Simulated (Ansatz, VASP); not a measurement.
Two plane-wave programs on SnO2

```
Sn O
1.0
     1.57632    0.91009    4.33049
    -1.57632    0.91009    4.33049
     0.00000   -1.82018    4.33049
Sn O
1 2
Direct
  0.50000 0.50000 0.50000
  0.23509 0.23509 0.23509
  0.76491 0.76491 0.76491
```

Alike in both runs: task single point; functional PBEsol; k mesh 12 × 12 × 12; occupations gaussian, width 0.05 eV; no spin polarisation.

```csv
,VASP,Ansatz
version,VASP 6.6.1,Ansatz 0.2.0
potentials or method,"VASP PAW PBE potentials, release 64 (Sn_d, O)","scalar-relativistic, plane waves, PAW"
plane-wave cutoff (eV),520,520
valence electrons in the cell,26,26
```

VASP gave:

| Item | Value |
| --- | --- |
| gap on the k mesh at the Fermi level (eV) | 2.50 |
| least direct gap on the mesh (eV) | 2.82 |
| pressure (GPa) | 21.4 |
| largest component of the traceless stress (GPa) | 5.72 |
| rms of the force components (eV/Å) | 1.006 |

Question: Which values does Ansatz return?

Answer: gap on the k mesh at the Fermi level (eV): 2.52; least direct gap on the mesh (eV): 2.82; pressure (GPa): 20.3; largest component of the traceless stress (GPa): 4.98; rms of the force components (eV/Å): 0.969.

Atom by atom the forces differ by 0.038 eV/Å (rms over components). The functional is the same, so the differences come from potentials, cutoffs and numerics. Ansatz warned: «pseudo_functional_mismatch».

Caveats: so large a pressure means that the cell lies far from this level's equilibrium, or that cutoff or potentials fall short (VASP); the potentials were made for another functional, which shifts forces and pressure (VASP); spin-orbit coupling is left out, which moves the levels of the heavy elements. A k mesh can miss the band edges.
